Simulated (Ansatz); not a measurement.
A 2-atom cell of CsCl (Pm-3m) from a materials database, relaxed with r2SCAN: space group Pm-3m (No. 221), cubic; a = 4.137 Å in the conventional setting, 35.40 Å³ an atom. Cs has 8 Cl at 3.58 Å; Cl has 8 Cs at 3.58 Å. One-shot G0W0@PBE in Ansatz 0.2.0 on a 4×4×4 mesh (contour deformation, no spin-orbit coupling), from a PBE gap of 5.226 eV over the mesh points (the G0W0 gap is direct on the mesh); the number N of bands summed and the screening cutoff rise together. Spin-unpolarised throughout; all numbers are computed.

```
  N  cutoff (eV)  1000/N  G0W0 gap (eV)
219          120   4.566          7.554
532          220   1.880          7.690
```

Q: Lay a straight line in 1000/N through these rows.

A: The slope is -0.0506 eV per unit of 1000/N and the intercept 7.785 eV.

Q: Predict the gap at N = 971 (300 eV).

A: 7.785 + (-0.0506) × 1.030 = 7.733 eV; the run gives 7.739 eV, +0.006 eV from the line.

Q: With that run's result added, what limit do the last two rows suggest?

A: Their slope is (7.739 − 7.690)/(1.030 − 1.880) = -0.0576, which meets 1/N = 0 at 7.80 eV, against 7.785 eV from the first line. The slope steepens, so 1/N isn't yet asymptotic and the true limit probably lies higher still; the k mesh isn't extrapolated.

The runs are scalar-relativistic, without spin-orbit coupling.
